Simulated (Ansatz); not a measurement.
**What TaInSe3 (model cell, started as cubic perovskite with Ta in the octahedra) distorts into**

Wanted: the energy along a soft mode of TaInSe3 (model cell, started as cubic perovskite with Ta in the octahedra) and the structure at the end.

Method: DFT PBEsol, scalar-relativistic, plane waves, PAW, in Ansatz 0.2.0.

The structure was built from a prototype and need not be the compound's stable phase.

**1. The starting structure**

It takes space group Pm-3m (No. 221, cubic). Conventional cell: a = 5.019 Å, b = 5.019 Å, c = 5.019 Å, α = 90.00°, β = 90.00°, γ = 90.00°. Nearest to In lie 12 Se at 3.55 Å. Ta has 6 Se at 2.51 Å nearest. Nearest to Se lie 2 Ta at 2.51 Å. Farther neighbours and most contacts between anions are not listed.

**2. The dispersion**

The cell comes from relaxations at this level that are not shown. Stability and thermal properties need the whole zone. Linear response on a 2×2×2 q mesh gives force constants as far as a supercell of that size would.

input.yaml

```yaml
crystal:
  lattice:
    - [5.019252156, 0.0, 0.0]
    - [0.0, 5.019252156, 0.0]
    - [0.0, 0.0, 5.019252156]
  atoms:
    - { symbol: In, position: [0.0, 0.0, 0.0] }
    - { symbol: Ta, position: [0.5, 0.5, 0.5] }
    - { symbol: Se, position: [0.5, 0.5, 0.0] }
    - { symbol: Se, position: [0.5, 0.0, 0.5] }
    - { symbol: Se, position: [0.0, 0.5, 0.5] }
kpoints:
  mp_grid: { grid: [6, 6, 6] }
hamiltonian:
  xc: pbesol
scf:
  occupations: { method: methfessel_paxton, width: 0.15 }
output:
  eigenvalues: true
phonons:
  method: dfpt
  qmesh: [2, 2, 2]
  temperatures: { t_max: 1000, t_step: 50 }
  qpath:
    path:
      - [[0.0, 0.0, 0.0], [0.0, 0.5, 0.0], [0.5, 0.5, 0.0], [0.0, 0.0, 0.0], [0.5, 0.5, 0.5], [0.0, 0.5, 0.0]]
      - [[0.5, 0.5, 0.5], [0.5, 0.5, 0.0]]
    npoints: 10
```

Launch:

```bash
$ ansatz run input.yaml --threads 8 --pin off --max-ram 14336MiB --backend cpu --events-out ev --progress --plain --runs-dir out
```

Numbers of over 12 decimals in the logs are rounded to 6 here.

What it wrote:

```text
Engine: ansatz 0.2.0, aarch64-unknown-linux-gnu
Pseudopotentials: kind: paw
Pseudopotential: In, paw, valence charge 13, recommended cutoff 420 eV (normal), In.paw.azcp
Pseudopotential: Ta, paw, valence charge 13, recommended cutoff 420 eV (normal), Ta.paw.azcp
Pseudopotential: Se, paw, valence charge 16, recommended cutoff 420 eV (normal), Se.paw.azcp
Functional definition: PBEsol
  exchange = pbesol_x
  correlation = pbesol_c
Crystal: 5 atoms, lattice volume = 126.449 Å³
Basis set: ecut = 420 eV, 2517 PW (Γ), exchange–correlation on 72×72×72 points (8 copies of the dense FFT grid, shifted against one another)
Bands: 45, of which v1, the nominal top of the filled ones, is band 37 counted from 1 (36 counted from 0)
Symmetry: 48 space group operations
k-points: 20 of 216
Non-local potential: In, projectors of the file, l = 0: 2, l = 1: 2, l = 2: 2, l = 3: 2
Non-local potential: Ta, projectors of the file, l = 0: 3, l = 1: 2, l = 2: 2, l = 3: 1
Non-local potential: Se, projectors of the file, l = 0: 2, l = 1: 2, l = 2: 3, l = 3: 1
PAW form: soft (Blöchl's): semilocal exchange-correlation on the pseudo side does not see the compensation charge
PAW frozen core: In, regenerated for the run's functional, and the local potential with it (the file was generated under x = pbe(κ = 0.804, μ = 0.219515), c = pbe(β = 0.066725))
PAW frozen core: Ta, regenerated for the run's functional, and the local potential with it (the file was generated under x = pbe(κ = 0.804, μ = 0.219515), c = pbe(β = 0.066725))
PAW frozen core: Se, regenerated for the run's functional, and the local potential with it (the file was generated under x = pbe(κ = 0.804, μ = 0.219515), c = pbe(β = 0.066725))
PAW one-centre angular grid: In, 590 points (default); XC on 64 Gauss nodes
PAW one-centre angular grid: Ta, 590 points (default); XC on 64 Gauss nodes
PAW one-centre angular grid: Se, 590 points (default); XC on 64 Gauss nodes
Initial density: superposition of atomic densities (neutral atoms: chi_scale 0, normalization atom), corrected by the library's trained network
Initial wavefunctions: pseudopotential atomic-orbital guess
Functional: x = pbesol(κ = 0.804, μ = 0.123457), c = pbesol(β = 0.046)
SCF iter   1: F=—  HF=-31606.297952 eV  |F-HF|=—  |Δ(HF+E_count)|=         —  Δρ=3.77e-3  dr2=3.73e-2  ethr=1.77e-3  ⟨swp⟩=6.8  Hψ=3266  notcnv=0
preconditioner: auto → Resta (q_TF=auto, 2.495 Å⁻¹)  ε∞=4.5  [insulator: Δε(μ)=0.297 eV  Ē_g=10.562 eV  σ=0.150 eV  W_gap=0.93  n_scr=26 (ndim 8)  ℏωp=19.8 eV  f_vac=0.021  D(μ)=0.21/eV (n_scr^D=0)  ε∞_Penn≈4.5]
SCF iter   2: F=—  HF=-31606.290966 eV  |F-HF|=—  |Δ(HF+E_count)|=   6.99e-3  S|Δr|=    0.00e0  Δρ=1.81e-3  dr2=6.84e-3  ethr=5.05e-5  ⟨swp⟩=2.3  Hψ=1320  notcnv=0
SCF iter   3: F=—  HF=-31606.289206 eV  |F-HF|=—  |Δ(HF+E_count)|=   1.76e-3  S|Δr|=    0.00e0  Δρ=6.51e-4  dr2=1.32e-3  ethr=9.24e-6  ⟨swp⟩=2.0  Hψ=1073  notcnv=0  defer=3
SCF iter   4: F=—  HF=-31606.288929 eV  |F-HF|=—  |Δ(HF+E_count)|=   2.77e-4  S|Δr|=    0.00e0  Δρ=2.26e-4  dr2=1.07e-4  ethr=1.78e-6  ⟨swp⟩=2.0  Hψ=1063  notcnv=0  defer=3
SCF iter   5: F=—  HF=-31606.288914 eV  |F-HF|=—  |Δ(HF+E_count)|=   1.54e-5  S|Δr|=    0.00e0  Δρ=1.08e-4  dr2=1.38e-5  ethr=1.45e-7  ⟨swp⟩=2.0  Hψ=1576  notcnv=0  defer=3
SCF iter   6: F=—  HF=-31606.288919 eV  |F-HF|=—  |Δ(HF+E_count)|=   5.32e-6  S|Δr|=    0.00e0  Δρ=2.18e-5  dr2=5.23e-7  ethr=1.87e-8  ⟨swp⟩=2.9  Hψ=1648  notcnv=0  defer=3
SCF iter   7: F=—  HF=-31606.288916 eV  |F-HF|=—  |Δ(HF+E_count)|=   3.29e-6  S|Δr|=    0.00e0  Δρ=4.89e-6  dr2=2.47e-8  ethr=7.07e-10  ⟨swp⟩=2.0  Hψ=1212  notcnv=0  defer=3
SCF iter   8: F=—  HF=-31606.288916 eV  |F-HF|=—  |Δ(HF+E_count)|=   2.53e-8  S|Δr|=    0.00e0  Δρ=9.75e-7  dr2=1.35e-9  ethr=3.34e-11  ⟨swp⟩=2.0  Hψ=1224  notcnv=0  defer=3
SCF iter   9: F=—  HF=-31606.288916 eV  |F-HF|=—  |Δ(HF+E_count)|=  9.97e-10  S|Δr|=    0.00e0  Δρ=2.42e-7  dr2=9.58e-11  ethr=1.82e-12  ⟨swp⟩=2.0  Hψ=1585  notcnv=0  defer=3
SCF iter  10: F=—  HF=-31606.288916 eV  |F-HF|=—  |Δ(HF+E_count)|=  3.64e-11  S|Δr|=    0.00e0  Δρ=7.79e-8  dr2=1.07e-11  ethr=1.00e-12  ⟨swp⟩=10.3  Hψ=4478  notcnv=0
SCF iter  11: F=-31606.288916 eV  HF=-31606.288916 eV  |F-HF|=7.28e-12  |Δ(HF+E_count)|=    0.00e0  S|Δr|=    0.00e0  Δρ=1.58e-8  dr2=3.93e-13  ethr=1.00e-12  ⟨swp⟩=5.0  Hψ=3396  notcnv=0
SCF 1 converged in 11 iterations: F = -31606.288916 eV  dr2 = 3.93e-13
  greatest PAW one-centre occupation: 1.000 electrons in one spin orbital (limit 2), on the Se atom at site 3 (counted from 0), in its partial waves of l = 2
Initial density: read from a saved state, or passed on in memory by an earlier SCF of this step, an earlier step, the calling program or the single point that the run made first
iter 1 solved again at ethr=1.98e-7 eV; its pass at ethr=3.10e-3 eV (dr2=1.47e-4 eV) is discarded
SCF iter   1: F=—  HF=-31606.288915 eV  |F-HF|=—  |Δ(HF+E_count)|=         —  Δρ=4.59e-7  dr2=1.20e-10  ethr=1.98e-7  ⟨swp⟩=3.0  Hψ=5322  notcnv=0
eigensolver tolerance schedule: the retry pair's looser diagonalisation over-reported the residual by 1226704.17 of it (diagonalisation noise at an unbounded share of the residual, at the tolerance the schedule requests for it); recorded, not acted on — ethr = c·dr2/N_el stays at c = 1.0e-1
preconditioner: auto → Resta (q_TF=auto, 2.495 Å⁻¹)  ε∞=4.5  [insulator: Δε(μ)=0.296 eV  Ē_g=10.537 eV  σ=0.150 eV  W_gap=1.04  n_scr=26 (ndim 8)  ℏωp=19.8 eV  f_vac=0.020  D(μ)=-0.09/eV (n_scr^D=0)  ε∞_Penn≈4.5]
SCF iter   2: F=—  HF=-31606.288916 eV  |F-HF|=—  |Δ(HF+E_count)|=   7.84e-7  S|Δr|=    0.00e0  Δρ=2.30e-7  dr2=5.73e-11  ethr=1.00e-12  ⟨swp⟩=3.9  Hψ=2457  notcnv=0
SCF iter   3: F=—  HF=-31606.288916 eV  |F-HF|=—  |Δ(HF+E_count)|=  2.18e-11  S|Δr|=    0.00e0  Δρ=1.46e-7  dr2=1.27e-11  ethr=1.00e-12  ⟨swp⟩=1.0  Hψ=900  notcnv=0
SCF iter   4: F=-31606.288916 eV  HF=-31606.288916 eV  |F-HF|=7.28e-12  |Δ(HF+E_count)|=  7.28e-12  S|Δr|=    0.00e0  Δρ=1.01e-7  dr2=5.72e-12  ethr=1.00e-12  ⟨swp⟩=3.1  Hψ=1975  notcnv=0
SCF 2 converged in 4 iterations: F = -31606.288916 eV  dr2 = 5.72e-12
phonons: the bands overlap, so this run is a metal and interpolates without the dipole-dipole term. If the crystal is really an insulator or semiconductor, its LO-TO splitting is missing
NSCF: frozen V_eff on 20 k-points
NSCF: frozen V_eff on 64 k-points
DFPT response loops at q = (0, 0, 0) (fractional): preconditioner auto → Kerker (q_TF=auto, 2.495 Å⁻¹) (partly filled bands, converged f_vac=0.020); β = 1.00, the filter's whole step (`scf.mixing.beta` (0.50) is not read by the response loops under this deck's `scf.mixing.preconditioner`; to damp them name `kerker` or `kerker_dos`, under which they read `scf.mixing.beta`, and type it under 1.00, their step now; both keys bind the ground state too); Broyden in place of MSR1
NSCF: frozen V_eff on 128 k-points
DFPT response loops at q = (0, 0, -0.5) (fractional): mixed as the last ones told, above
NSCF: frozen V_eff on 128 k-points
DFPT response loops at q = (0, -0.5, -0.5) (fractional): mixed as the last ones told, above
NSCF: frozen V_eff on 128 k-points
DFPT response loops at q = (-0.5, -0.5, -0.5) (fractional): mixed as the last ones told, above
SCF converged after 11 iterations
Stability not checked: this state was not tested for a lower state beside it, because cold or Methfessel-Paxton smearing, or corrected tetrahedra, fill the levels in a way that the test cannot read (fill_not_monotonic; see scf.lower_state_search)
Free energy (F): -31606.288916 eV
Harris-Foulkes:  -31606.288916 eV  (|F-HF|=7.28e-12)
Internal energy: -31606.296040 eV  (E = F + TS)
E sigma→0 (E₀):  -31606.290697 eV
Entropy (-TS):   0.007124 eV (1.425 meV/atom)
Fermi energy:    9.195485 eV
Step filling:    the computed levels leave a gap of 0.2962 eV = 2.0 smearing widths at the electron count; against every level under it full and every level over it empty, smearing changes F+E_penalty+E_count by +1.807 meV and its σ→0 estimate by +0.026 meV
--- Per-component energies (eV) ---
  E_band       = -1374.841015
  E_kinetic    = 961.016578
  E_local      = -9597.017786  (includes V_loc(G=0)·N_el)
  E_nonlocal   = -1395.210894
  E_hartree    = 4503.994050
  E_xc         = -740.930590
  E_vxc        = -598.025795  (∫ρ·V_xc dr)
  E_paw        = -17953.431845  (= ΣΔE_a)
  E_vpaw       = 246.410396  (= ΣTr[D̂ρ^β])
  E_aug_tail   = -0.001649  (compensation charges beyond the density's cutoff)
  E_ewald      = -7388.188805
  E_core_change = 3.474900  (= ΣΔE_core)
  E_smearing   = 0.007124  (= −TS)
  E_closure    = -0.000000  (closes the sum)
  Σ components = -31606.288916   (vs F -31606.288916, Δ=0.00e0)
--- Band table (eV; the first three rows and the last of 20) ---
  k-point 0: bands = [... 33 lower, 7.8725, 8.3767, 8.3767, 8.3767, 8.3920, 8.3920, 8.3920, 10.7157, ... 4 higher]
  k-point 1: bands = [... 33 lower, 7.7335, 7.8138, 8.2466, 8.2466, 8.3873, 9.4599, 9.4599, 10.7262, ... 4 higher]
  k-point 2: bands = [... 33 lower, 7.4860, 8.3093, 8.3280, 8.3280, 8.4088, 10.5404, 10.5404, 10.7417, ... 4 higher]
  k-point 19: bands = [... 33 lower, 5.4114, 9.3707, 9.3707, 9.3707, 10.8226, 10.8226, 10.8226, 14.7938, ... 4 higher]
--- Phonons (Γ-DFPT): 4 representative perturbations + reference (Σ response iterations 12) ---
  ASR residual: 1.017e-4 → 0.000e0 eV/Å²; symmetrization residual: 4.311e-5 eV/Å²
  ASR residual per site (eV/Å²): 2.45e-5 1.02e-4 2.84e-5 2.84e-5 2.84e-5
  Γ frequencies (cm⁻¹): -31.20 -31.20 -31.20 0.00 0.00 0.00 51.57 51.57 51.57 59.30 59.30 59.30 225.01 225.01 225.01
--- Phonons (arbitrary-q DFPT): 4 irreducible q on the 2×2×2 mesh ---
  q = [0.0000, 0.0000, 0.0000] (star 1, of the zone-centre solve; hermiticity 7.22e-6, symmetrization 9.32e-12): -31.20 -31.20 -31.20 -0.00 -0.00 0.00 51.57 51.57 51.57 59.30 59.30 59.30 225.01 225.01 225.01
  q = [0.0000, 0.0000, -0.5000] (star 3, 9 solved perturbations in 504 linear systems a pass and spin channel, the states on 64 of 216 k-point pairs; hermiticity 1.26e-6, symmetrization 2.68e-12): -19.84 -19.84 18.37 18.37 40.68 49.09 49.09 74.61 79.43 79.43 83.27 145.46 223.57 223.57 267.16
  q = [0.0000, -0.5000, -0.5000] (star 3, 9 solved perturbations in 504 linear systems a pass and spin channel, the states on 64 of 216 k-point pairs; hermiticity 7.27e-6, symmetrization 3.57e-13): -71.42 -26.86 -26.86 -8.76 -5.91 75.00 75.00 75.59 75.59 121.57 147.30 147.30 160.75 220.59 283.25
  q = [-0.5000, -0.5000, -0.5000] (star 1, 4 solved perturbations in 184 linear systems a pass and spin channel, the states on 64 of 216 k-point pairs; hermiticity 6.93e-8, symmetrization 7.64e-12): -70.01 -70.01 -70.01 -19.91 -19.91 -19.91 106.80 106.80 116.57 116.57 116.57 146.69 146.69 146.69 299.46
  sum rule: each row above includes the acoustic sum rule's correction from the zone centre's row sums; it moved no ω² by more than (0.39 cm⁻¹)²
  mesh force constants: q→R imaginary residual 4.34e-18; ASR residual 1.017e-4 → 0.000e0 eV/Å²; symmetrization residual 1.421e-14 eV/Å²
  interpolated dispersion: 62 rows × 15 modes
  density of states and harmonic sums: on the 12×12×12 q-mesh, interpolated from the force constants of a 2×2×2 supercell (no non-analytic term)
  largest difference from the sums on the solved wave vectors: F 9.50e-2 eV, S 1.23e-4 and C_V 2.81e-5 eV/K
  zero-point energy: 0.082107 eV/cell   skipped modes (ω ≤ 0): 326, of them read as no rigid motion or as one in doubt: 323 (3.802e0 modes/cell left out, lowest -71.42 cm⁻¹)   left out of the sums: 2.54e-1 of the cell's modes: C_V's classical limit lies that fraction below 3 k_B per atom; for a crystal, a wire or a layer, F and S can be off by more, and a phonons.interpolated_qmesh denser along its periods is the remedy for the sampling
```

Elapsed: 6.8 min, on 8 threads of Arm Neoverse N1, shared host; peak memory 1.5 GiB; 30 min of CPU time.

This step gave:

| Quantity | Value |
| --- | --- |
| volume per atom | 25.29 Å³ |
| gap on the k-mesh | 0 eV |
| sum-rule residual before enforcement | 1.02e-4 eV/Å² |
| lowest frequency on the path | -71.42 cm⁻¹ |
| point group | m-3m |
| highest frequency on the path or at a solved wavevector | 299.5 cm⁻¹ |
| highest optical mode at the zone centre (no LO-TO term) | 225.0 cm⁻¹ |
| lowest optical zone-centre mode | -31.2 cm⁻¹ |
| lowest mode on the q mesh (acoustic modes at Γ apart) | -71.42 cm⁻¹ |

Frequencies (cm⁻¹) solved at each irreducible wavevector; negative means imaginary. Frequencies by wavevector, by row:

| q in reciprocal lattice units | star | mode 1 | mode 2 | mode 3 | mode 4 | mode 13 | mode 14 | mode 15 |
| --- | --- | --- | --- | --- | --- | --- | --- | --- |
| 0 0 0 | 1 | -31.2 | -31.2 | -31.2 | 0 | 225 | 225 | 225 |
| 0 0 -0.5 | 3 | -19.8 | -19.8 | 18.4 | 18.4 | 223.6 | 223.6 | 267.2 |
| 0 -0.5 -0.5 | 3 | -71.4 | -26.9 | -26.9 | -8.8 | 160.8 | 220.6 | 283.2 |
| -0.5 -0.5 -0.5 | 1 | -70 | -70 | -70 | -19.9 | 146.7 | 146.7 | 299.5 |

Interpolated from a 2×2×2 q mesh. Phonon branches along the path, in cm⁻¹:

| point | branch 1 | branch 2 | branch 3 | branch 4 | branch 12 | branch 13 | branch 14 | branch 15 |
| --- | --- | --- | --- | --- | --- | --- | --- | --- |
| Γ | -31 | -31 | -31 | 0 | 59 | 225 | 225 | 225 |
| halfway | -25 | -25 | 18 | 18 | 108 | 224 | 224 | 245 |
| X | -20 | -20 | 18 | 18 | 146 | 224 | 224 | 267 |
| halfway | -39 | -23 | -15 | 6 | 146 | 196 | 222 | 276 |
| M | -71 | -27 | -27 | -9 | 147 | 161 | 221 | 283 |
| halfway | -21 | -18 | -14 | -7 | 110 | 209 | 223 | 262 |
| Γ | -31 | -31 | -31 | 0 | 59 | 225 | 225 | 225 |
| halfway | -22 | -21 | -21 | -17 | 111 | 200 | 200 | 278 |
| R | -70 | -70 | -70 | -20 | 147 | 147 | 147 | 300 |
| halfway | -41 | -37 | -21 | -21 | 147 | 178 | 191 | 288 |
| X | -20 | -20 | 18 | 18 | 146 | 224 | 224 | 267 |
| jump to R | -70 | -70 | -70 | -20 | 147 | 147 | 147 | 300 |
| halfway | -71 | -40 | -40 | -22 | 147 | 147 | 174 | 295 |
| M | -71 | -27 | -27 | -9 | 147 | 161 | 221 | 283 |

Symmetry leaves 4 wavevectors to solve. The lowest mode among them, the acoustic zeros apart, lies at q = (0, -0.5, -0.5) and is imaginary, 71.4i cm⁻¹, so the energy falls along it.

**3. The mode frozen in, largest atomic shift 0 Å**

The mode followed lies at Γ with frequency 31.2i cm⁻¹ and is 3-fold degenerate, one of the unstable modes though not the softest. At small amplitude the distorted cell has space group no. 99 by a symmetry search on the positions. The undistorted cell that holds it gives the zero of energy on the same k mesh.

input.yaml, the sections that differ from step 2:

```yaml
output:
  forces: true
  stress: true
  eigenvalues: true
# crystal, kpoints, hamiltonian, scf: as in step 2
# phonons: removed
```

What it wrote:

```text
[...]
Crystal: 5 atoms, lattice volume = 126.449 Å³
Basis set: ecut = 420 eV, 2517 PW (Γ), exchange–correlation on 72×72×72 points (8 copies of the dense FFT grid, shifted against one another)
Bands: 45, of which v1, the nominal top of the filled ones, is band 37 counted from 1 (36 counted from 0)
Symmetry: 48 space group operations
[...]
k-points: 20 of 216
[...]
k-point 0: bands = [... 33 lower, 7.8725, 8.3767, 8.3767, 8.3767, 8.3920, 8.3920, 8.3920, 10.7157, ... 3 higher]
  k-point 1: bands = [... 33 lower, 7.7335, 7.8138, 8.2466, 8.2466, 8.3873, 9.4599, 9.4599, 10.7261, ... 3 higher]
  k-point 2: bands = [... 33 lower, 7.4860, 8.3093, 8.3280, 8.3280, 8.4088, 10.5404, 10.5404, 10.7416, ... 3 higher]
  k-point 19: bands = [... 33 lower, 5.4114, 9.3707, 9.3707, 9.3707, 10.8226, 10.8226, 10.8226, 14.7938, ... 3 higher]
[key lines of the parts left out:]
SCF converged after 7 iterations
Free energy (F): -31606.288916 eV
Fermi energy:    9.195479 eV
P = ⅓ Tr σ = -0.0001 GPa (-0.001 kbar)
```

The job ended after 2.2 s (8 threads; peak memory 0.63 GiB).

This step gave:

| Quantity | Value |
| --- | --- |
| pressure | -1.02e-4 GPa |
| energy from the undistorted cell | 0 meV/atom |

The run ends at a pressure of 0.00 GPa.

**4. The mode frozen in, largest atomic shift 0.32 Å**

The atoms are moved along the unstable eigenvector, the largest shift by 0.32 Å, with the cell fixed.

input.yaml, the sections that differ from step 3:

```yaml
crystal:
  lattice:
    - [5.019252156, 0.0, 0.0]
    - [0.0, 5.019252156, 0.0]
    - [0.0, 0.0, 5.019252156]
  atoms:
    - { symbol: In, position: [0.0, 0.0637545176, 0.0] }
    - { symbol: Ta, position: [0.5, 0.4916331477, 0.5] }
    - { symbol: Se, position: [0.5, 0.471778262, 0.0] }
    - { symbol: Se, position: [0.5, -0.0170797417, 0.5] }
    - { symbol: Se, position: [0.0, 0.471778262, 0.5] }
# kpoints, hamiltonian, scf, output: as in step 3
```

What it wrote:

```text
[...]
Crystal: 5 atoms, lattice volume = 126.449 Å³
Basis set: ecut = 420 eV, 2517 PW (Γ), exchange–correlation on 72×72×72 points (8 copies of the dense FFT grid, shifted against one another)
Bands: 45, of which v1, the nominal top of the filled ones, is band 37 counted from 1 (36 counted from 0)
Symmetry: 8 space group operations
[...]
k-points: 40 of 216 (time reversal used)
[...]
k-point 0: bands = [... 33 lower, 7.7773, 8.1263, 8.1263, 8.3288, 8.4059, 8.6096, 8.6096, 10.7263, ... 3 higher]
  k-point 1: bands = [... 33 lower, 7.6153, 7.7613, 8.0346, 8.2946, 8.6041, 9.3628, 9.4080, 10.7527, ... 3 higher]
  k-point 2: bands = [... 33 lower, 7.3591, 8.0703, 8.0919, 8.5429, 8.6686, 10.4273, 10.4729, 10.7733, ... 3 higher]
  k-point 39: bands = [... 33 lower, 5.8914, 9.2217, 9.3365, 9.3365, 10.7878, 10.8196, 10.8196, 14.3582, ... 3 higher]
[key lines of the parts left out:]
SCF converged after 7 iterations
Free energy (F): -31606.300140 eV
Fermi energy:    9.087972 eV
P = ⅓ Tr σ = 0.4968 GPa (4.968 kbar)
```

Run time: 5.6 s. Hardware: 8 threads; peak memory 0.61 GiB; 39 s of CPU time.

This step gave:

```
pressure                         : 0.4968 GPa
energy from the undistorted cell : -2.167 meV/atom
```

The energy, extrapolated to zero smearing, is -2.17 meV/atom against the undistorted cell.

The run ends at a pressure of 0.50 GPa, with forces up to 0.017 eV/Å.

**5. Energy along the mode, all amplitudes (two of the runs are shown above)**

An imaginary frequency means negative curvature, so the energy should fall and then rise again as anharmonic terms take over.

This step gave:

```
depth at the lowest point sampled  : 2.167 meV/atom
largest atomic shift at that point : 0.32 Å
```

Table of energy from the parent by largest atomic shift:

| largest atomic shift (Å) | energy from the parent (meV/atom) |
| --- | --- |
| 0.000 | 0 |
| 0.040 | -0.087 |
| 0.080 | -0.337 |
| 0.140 | -0.943 |
| 0.220 | -1.81 |
| 0.320 | -2.17 |
| 0.450 | 1.04 |
| 0.600 | 13.5 |

Displacement at unit largest shift by atom:

| atom | x (Å) | y (Å) | z (Å) | size |
| --- | --- | --- | --- | --- |
| In1 | 0.00 | 1.00 | 0.00 | 1.00 |
| Ta2 | 0.00 | -0.13 | 0.00 | 0.13 |
| Se3 | 0.00 | -0.44 | 0.00 | 0.44 |
| Se4 | 0.00 | -0.27 | 0.00 | 0.27 |
| Se5 | 0.00 | -0.44 | 0.00 | 0.44 |

The lowest of the steps tried is at 0.32 Å, 2.17 meV/atom below the parent; the bottom of the well need not coincide with a step.

(Continued in part 2 of 2.)

[Logs are printed without paths, hosts, clocks, repeated set-up lines and the standing remarks that a program may print on its own settings, such as how far it seeks lower states.]

[Hosts, paths, dates, database ids (printed as entryN), source tags and the programs' standing remarks are cut or masked in the printed files.]
